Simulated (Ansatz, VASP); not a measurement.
# Cross-check of Si7Ge (random alloy of the diamond Si-Ge line, x = 0.125) between VASP and Ansatz, part 2 of 3

One calculation is typed for both programs; each brings its own data sets. How far apart do they land? Of the first pair: The structure shown is the start of the Ansatz relaxation below; VASP solves that cell, so the two are compared at the walk's first step.

VASP 6.6.1 and Ansatz 0.2.0.

So far: Starting point; Ansatz: relaxation, PBE.

## 3. VASP: single point, PBE, start cell, pair 1

Level of this step: PBE; plane waves and PAW (Si, Ge_d) (VASP).

The same cell, functional, mesh and smearing now go to VASP, with its own data sets.

Lines of VASP's logs that name or quote its potential files are left out, and so is its time.

Input file INCAR:

```
SYSTEM = Si7Ge
PREC = Accurate
ENCUT = 410
EDIFF = 1E-06
NELM = 120
ISMEAR = -1
SIGMA = 0.025
LREAL = Auto
ALGO = Normal
GGA = PE
NBANDS = 216
LORBIT = 11
LWAVE = .FALSE.
LCHARG = .FALSE.
ISIF = 2
LASPH = .TRUE.
GGA_COMPAT = .FALSE.
EFERMI = MIDGAP
KPAR = 8
```

Input file POSCAR:

```
Si7Ge
1.0
   11.0107500000      0.0000000000      0.0000000000
    0.0000000000     11.0107500000      0.0000000000
    0.0000000000      0.0000000000     11.0107500000
Si Ge
56 8
Direct
    0.0029516609      0.9988874509      0.9990418455
    0.1230524714      0.1265672184      0.1208182912
    0.0031696297      0.2486206662      0.2505823854
    0.2494108031      0.9992961424      0.2520627569
    0.2500828736      0.2510637332      0.9979974116
    0.3770769475      0.3766410099      0.1259133120
    0.0016438481      0.9987603024      0.4997843017
    0.1232976864      0.1245055968      0.6259609927
    0.9987421384      0.2492836546      0.7487500851
    0.1234611630      0.3737801694      0.8749812683
    0.3763503849      0.1246509093      0.8733919124
    0.2486388302      0.2530708626      0.5000930908
    0.3738437436      0.3753513612      0.6288127512
    0.0002179688      0.5011193606      0.0005540040
    0.1243602843      0.6229185115      0.1243693663
    0.9996230956      0.7510660037      0.2515178348
    0.1266943669      0.8755171083      0.3766137638
    0.2486297482      0.5022818609      0.2509275027
    0.3744613219      0.6258883364      0.3748609314
    0.3724632745      0.8723838067      0.1240787412
    0.1213268851      0.6244442931      0.6264968326
    0.0004177735      0.7513838748      0.7496037963
    0.1246418273      0.8753445496      0.8757441591
    0.2503644166      0.5002202393      0.7487773312
    0.3738437436      0.8757714052      0.6251436097
    0.4993756102      0.0000817383      0.9988692868
    0.5007288332      0.2510818972      0.2480121699
    0.6253070863      0.3763503849      0.3732715755
    0.7495220580      0.0000635742      0.2475126581
    0.8755716005      0.1265399723      0.3734441341
    0.7506391481      0.2476216425      0.9999318847
    0.8720659356      0.3770406194      0.1257407534
    0.4999568603      0.9985877438      0.5023091070
    0.6285675363      0.1216265922      0.6272506414
    0.5029630134      0.2506096315      0.7478237177
    0.6265694889      0.3746702087      0.8739005063
    0.7477692255      0.0009990237      0.7514383671
    0.8738732602      0.1259496401      0.8729196467
    0.7514565311      0.2500828736      0.4996571532
    0.8748177917      0.3765774357      0.6263606021
    0.5009558840      0.5002474854      0.0001362305
    0.6261244693      0.6254160707      0.1262402652
    0.4994391844      0.7455804555      0.2518901982
    0.6289671457      0.8757986513      0.3748155212
    0.7497491088      0.4997843017      0.2500283814
    0.8729559748      0.6240628477      0.3731898372
    0.7504484254      0.7494584838      0.0008991213
    0.8746815612      0.8767885930      0.1253865540
    0.5039802012      0.4965601798      0.4988216062
    0.6266421452      0.6295938061      0.6245532775
    0.5000840088      0.7495856322      0.7524192267
    0.6244806212      0.8762436710      0.8744181822
    0.7476874872      0.5005744386      0.7509116091
    0.8773516790      0.6247984924      0.8738823423
    0.7510205935      0.7504393434      0.5005108644
    0.8748722839      0.8771064641      0.6256703676
    0.1245510070      0.3776581977      0.3712644461
    0.3729991145      0.1246872375      0.3734078060
    0.2479667598      0.0004268556      0.7530095588
    0.2520627569      0.7527643439      0.0039688486
    0.0002906251      0.5015916264      0.5005744386
    0.3756873964      0.6252162659      0.8770519719
    0.2521808233      0.7503394410      0.4993211180
    0.6262697818      0.1241877256      0.1272211248
```

Input file KPOINTS:

```
Automatic mesh
0
Gamma
2 2 2
0 0 0
```

Potentials, in the order of the species: Si and Ge_d (PBE family, release 64).

On the command line:

```sh
mpirun -np 8 vasp_std
```

Numbers of over 12 decimals in the logs are rounded to 6 here.

Output:

```text
[banner, memory and clock lines left out]
running    8 mpi-ranks, on    1 nodes
[...]
|                                                                             |
|           W    W    AA    RRRRR   N    N  II  N    N   GGGG   !!!           |
|           W    W   A  A   R    R  NN   N  II  NN   N  G    G  !!!           |
|           W    W  A    A  R    R  N N  N  II  N N  N  G       !!!           |
|           W WW W  AAAAAA  RRRRR   N  N N  II  N  N N  G  GGG   !            |
|           WW  WW  A    A  R   R   N   NN  II  N   NN  G    G                |
|           W    W  A    A  R    R  N    N  II  N    N   GGGG   !!!           |
|                                                                             |
|     For optimal performance we recommend to set                             |
|       NCORE = 2 up to number-of-cores-per-socket                            |
|     NCORE specifies how many cores store one orbital (NPAR=cpu/NCORE).      |
|     This setting can greatly improve the performance of VASP for DFT.       |
|     The default, NCORE=1 might be grossly inefficient on modern             |
|     multi-core architectures or massively parallel machines. Do your        |
|     Unfortunately you need to use the default for GW and RPA                |
|     calculations (for HF NCORE is supported but not extensively tested      |
|     yet).                                                                   |
|                                                                             |

 LDA part: xc-table for (Slater+PW92), standard interpolation
 POSCAR, INCAR and KPOINTS ok, starting setup
[...]
entering main loop
       N       E                     dE             d eps       ncg     rms          rms(c)
DAV:   1     0.323947974054E+04    0.32395E+04   -0.98365E+04  3600   0.173E+03
DAV:   2     0.283640554576E+03   -0.29558E+04   -0.28160E+04  3456   0.454E+02
DAV:   3    -0.289304751397E+03   -0.57295E+03   -0.52791E+03  4032   0.162E+02
DAV:   4    -0.341101551525E+03   -0.51797E+02   -0.50545E+02  4232   0.540E+01
[...]
DAV:  14    -0.338660738971E+03   -0.27908E-05   -0.13836E-05  3592   0.139E-02    0.313E-03
DAV:  15    -0.338660740326E+03   -0.13552E-05   -0.23534E-06  2648   0.150E-02    0.150E-03
DAV:  16    -0.338660740427E+03   -0.10099E-06   -0.14007E-06  2608   0.342E-03
   1 F= -.33866074E+03 E0= -.33866074E+03  d E =-.341585E-05
```

From OUTCAR (step 3):

```text
  Total       -1.9371066     -1.8309495     -1.8719118      1.0725735      1.4551125     -0.8473849
  in kB       -2.3249488     -2.1975372     -2.2467009      1.2873213      1.7464512     -1.0170460
  external PRESSURE =      -2.2563956 kB  Pullay stress =       0.0000000 kB

 POSITION                                       TOTAL-FORCE (eV/Angst)
 -----------------------------------------------------------------------------------
      0.03250     10.99850     11.00020        -0.669508      0.215541     -0.090811
      1.35490      1.39360      1.33030         0.520719     -0.217989      0.417287
      0.03490      2.73750      2.75910        -0.768728      0.060298     -0.639442
      2.74620     11.00300      2.77540        -0.443096     -0.143932     -0.882282
      2.75360      2.76440     10.98870         0.262040     -0.006823      0.154092
      4.15190      4.14710      1.38640        -0.376693     -0.007495     -0.154254
      0.01810     10.99710      5.50300        -0.281540      0.262904     -0.020610
      1.35760      1.37090      6.89230        -0.022327      0.382470     -0.443957
     10.99690      2.74480      8.24430        -0.018319      0.143322      0.067737
      1.35940      4.11560      9.63420         0.094908      0.187043     -0.143190
      4.14390      1.37250      9.61670         0.269099      0.513256      0.329747
      2.73770      2.78650      5.50640         0.000408     -0.223650      0.490538
      4.11630      4.13290      6.92370         0.349292     -0.068256     -0.625488
      0.00240      5.51770      0.00610        -0.153307     -0.279853     -0.104035
[...]
-----------------------------------------------------------------------------------
    total drift:                               -0.000023      0.016089      0.000863

  FREE ENERGIE OF THE ION-ELECTRON SYSTEM (eV)
  ---------------------------------------------------
  free  energy   TOTEN  =      -338.6607404271 eV

  energy  without entropy=     -338.6607370113  energy(sigma->0) =     -338.66073872

[... 2 further parts left out ...]
```

The run ends at a pressure of -0.23 GPa, with forces up to 1.6 eV/Å.

## 4. Side by side

Known differences besides the potentials themselves: the cutoff is 420 eV in Ansatz and 410 eV in VASP (PREC = Accurate, projectors in real space). Total energies have different zeros and are not compared.

Forces on 8 of the 64 atoms, those with the largest forces and the largest differences (eV/Å; atoms numbered as in POSCAR):

```
atom          Ansatz x, y, z            VASP x, y, z
 Si3   -0.772, 0.060, -0.642   -0.769, 0.060, -0.639
 Si4  -0.445, -0.145, -0.886  -0.443, -0.144, -0.882
Si19    0.439, -0.762, 0.035    0.436, -0.757, 0.035
Si20     1.024, 0.855, 0.953     1.018, 0.849, 0.949
Si29    0.579, -0.186, 0.674    0.576, -0.186, 0.669
Si49    -0.561, 0.584, 0.378    -0.559, 0.583, 0.378
Ge57    0.290, -0.423, 0.297    0.293, -0.425, 0.291
Ge60  -0.949, -0.393, -0.398  -0.947, -0.388, -0.392
```

The forces differ by 1.8 meV/Å r.m.s., which is 0.5 % of the r.m.s. force of 0.347 eV/Å (both taken over all components).

## 5. Ansatz: relaxation, PBE

This run makes the geometry at which the two programs are then compared. The cell compared in this pair holds 1332.11 Å³, against 1334.91 Å³ for the pair before.

The structure compared here is the end of the Ansatz relaxation.

Input file input.yaml:

```yaml
crystal:
  lattice:
    - [11.01075, 0.0, 0.0]
    - [0.0, 11.01075, 0.0]
    - [0.0, 0.0, 11.01075]
  atoms:
    - { symbol: Si, position: [0.00295, 0.99889, 0.99904] }
    - { symbol: Si, position: [0.12305, 0.12657, 0.12082] }
    - { symbol: Si, position: [0.00317, 0.24862, 0.25058] }
    - { symbol: Ge, position: [0.12455, 0.37766, 0.37126] }
    - { symbol: Si, position: [0.24941, 0.9993, 0.25206] }
    - { symbol: Ge, position: [0.373, 0.12469, 0.37341] }
    - { symbol: Si, position: [0.25008, 0.25106, 0.998] }
    - { symbol: Si, position: [0.37708, 0.37664, 0.12591] }
    - { symbol: Si, position: [0.00164, 0.99876, 0.49978] }
    - { symbol: Si, position: [0.1233, 0.12451, 0.62596] }
    - { symbol: Si, position: [0.99874, 0.24928, 0.74875] }
    - { symbol: Si, position: [0.12346, 0.37378, 0.87498] }
    - { symbol: Ge, position: [0.24797, 0.00043, 0.75301] }
    - { symbol: Si, position: [0.37635, 0.12465, 0.87339] }
    - { symbol: Si, position: [0.24864, 0.25307, 0.50009] }
    - { symbol: Si, position: [0.37384, 0.37535, 0.62881] }
    - { symbol: Si, position: [0.00022, 0.50112, 0.00055] }
    - { symbol: Si, position: [0.12436, 0.62292, 0.12437] }
    - { symbol: Si, position: [0.99962, 0.75107, 0.25152] }
    - { symbol: Si, position: [0.12669, 0.87552, 0.37661] }
    - { symbol: Si, position: [0.24863, 0.50228, 0.25093] }
    - { symbol: Si, position: [0.37446, 0.62589, 0.37486] }
    - { symbol: Ge, position: [0.25206, 0.75276, 0.00397] }
    - { symbol: Si, position: [0.37246, 0.87238, 0.12408] }
    - { symbol: Ge, position: [0.00029, 0.50159, 0.50057] }
    - { symbol: Si, position: [0.12133, 0.62444, 0.6265] }
    - { symbol: Si, position: [0.00042, 0.75138, 0.7496] }
    - { symbol: Si, position: [0.12464, 0.87534, 0.87574] }
    - { symbol: Si, position: [0.25036, 0.50022, 0.74878] }
    - { symbol: Ge, position: [0.37569, 0.62522, 0.87705] }
    - { symbol: Ge, position: [0.25218, 0.75034, 0.49932] }
    - { symbol: Si, position: [0.37384, 0.87577, 0.62514] }
    - { symbol: Si, position: [0.49938, 8.0e-05, 0.99887] }
    - { symbol: Ge, position: [0.62627, 0.12419, 0.12722] }
    - { symbol: Si, position: [0.50073, 0.25108, 0.24801] }
    - { symbol: Si, position: [0.62531, 0.37635, 0.37327] }
    - { symbol: Si, position: [0.74952, 6.0e-05, 0.24751] }
    - { symbol: Si, position: [0.87557, 0.12654, 0.37344] }
    - { symbol: Si, position: [0.75064, 0.24762, 0.99993] }
    - { symbol: Si, position: [0.87207, 0.37704, 0.12574] }
    - { symbol: Si, position: [0.49996, 0.99859, 0.50231] }
    - { symbol: Si, position: [0.62857, 0.12163, 0.62725] }
    - { symbol: Si, position: [0.50296, 0.25061, 0.74782] }
    - { symbol: Si, position: [0.62657, 0.37467, 0.8739] }
    - { symbol: Si, position: [0.74777, 0.001, 0.75144] }
    - { symbol: Si, position: [0.87387, 0.12595, 0.87292] }
    - { symbol: Si, position: [0.75146, 0.25008, 0.49966] }
    - { symbol: Si, position: [0.87482, 0.37658, 0.62636] }
    - { symbol: Si, position: [0.50096, 0.50025, 0.00014] }
    - { symbol: Si, position: [0.62612, 0.62542, 0.12624] }
    - { symbol: Si, position: [0.49944, 0.74558, 0.25189] }
    - { symbol: Si, position: [0.62897, 0.8758, 0.37482] }
    - { symbol: Si, position: [0.74975, 0.49978, 0.25003] }
    - { symbol: Si, position: [0.87296, 0.62406, 0.37319] }
    - { symbol: Si, position: [0.75045, 0.74946, 0.0009] }
    - { symbol: Si, position: [0.87468, 0.87679, 0.12539] }
    - { symbol: Si, position: [0.50398, 0.49656, 0.49882] }
    - { symbol: Si, position: [0.62664, 0.62959, 0.62455] }
    - { symbol: Si, position: [0.50008, 0.74959, 0.75242] }
    - { symbol: Si, position: [0.62448, 0.87624, 0.87442] }
    - { symbol: Si, position: [0.74769, 0.50057, 0.75091] }
    - { symbol: Si, position: [0.87735, 0.6248, 0.87388] }
    - { symbol: Si, position: [0.75102, 0.75044, 0.50051] }
    - { symbol: Si, position: [0.87487, 0.87711, 0.62567] }
kpoints:
  mp_grid: { grid: [2, 2, 2] }
hamiltonian:
  xc: pbe
scf:
  occupations: { method: fermi_dirac, width: 0.025 }
output:
  forces: true
relax:
  f_tol: 0.04
  max_steps: 150
  cell: {}
```

On the command line:

```sh
ansatz run input.yaml --threads 4 --pin off --max-ram 8192MiB --backend cpu --events-out ev --progress --plain --runs-dir out
```

Output:

```text
[...]
Crystal: 64 atoms, lattice volume = 1334.906 Å³
Basis set: ecut = 420 eV, 26001 PW (Γ), exchange–correlation on 150×150×150 points (8 copies of the dense FFT grid, shifted against one another)
Bands: 232, of which v1, the nominal top of the filled ones, is band 168 counted from 1 (167 counted from 0)
Symmetry: 1 space group operations
[...]
k-points: 8
[...]
- { symbol: Ge, position: [-0.00332848, 0.502041, 0.502074] }
[...]
- { symbol: Ge, position: [0.377740, 0.623219, 0.873075] }
    - { symbol: Ge, position: [0.250959, 0.750268, 0.499573] }
[...]
- { symbol: Ge, position: [0.626335, 0.125727, 0.124874] }
[...]
- { symbol: Si, position: [0.749285, 0.500484, 0.750659] }
    - { symbol: Si, position: [0.874557, 0.624882, 0.875493] }
    - { symbol: Si, position: [0.750004, 0.750555, 0.500037] }
    - { symbol: Si, position: [0.874921, 0.875377, 0.624795] }
[key lines of the parts left out:]
P = ⅓ Tr σ = -0.0030 GPa (-0.030 kbar)
```

(Part 2 of 3 ends here.)

[Lines on the potential files, build, host, timing and source positions are cut from VASP's logs without a mark.]

[Logs are printed without paths, hosts, clocks, repeated set-up lines and the standing remarks that a program may print on its own settings, such as how far it seeks lower states.]

[Hosts, paths, dates, database ids (printed as entryN), source tags and the programs' standing remarks are cut or masked in the printed files.]
